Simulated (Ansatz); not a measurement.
```
B N
1.0
     0.00000    1.71099    1.71099
     1.71099    0.00000    1.71099
     1.71099    1.71099    0.00000
B N
1 1
Direct
  0.00000 0.00000 0.00000
  0.25000 0.25000 0.25000
```

PBE in Ansatz, hard PAW set made for 700 eV, wave cutoff 700 eV, 4×4×4 mesh, fixed fractional positions. The pressure is 89.0 GPa and the gap on the mesh 4.60 eV.

**Question.** The cell is scaled evenly to 1.128 times its volume. What pressure and gap follow, and what mean bulk modulus do the two pressures imply?

**Answer.** 22.3 GPa, gap 4.49 eV; B = −ΔP/Δln V ≈ 555 GPa over this range.

The cell is a model at fixed atoms and needn't be the relaxed known crystal. The mesh is coarse, so these values aren't converged.
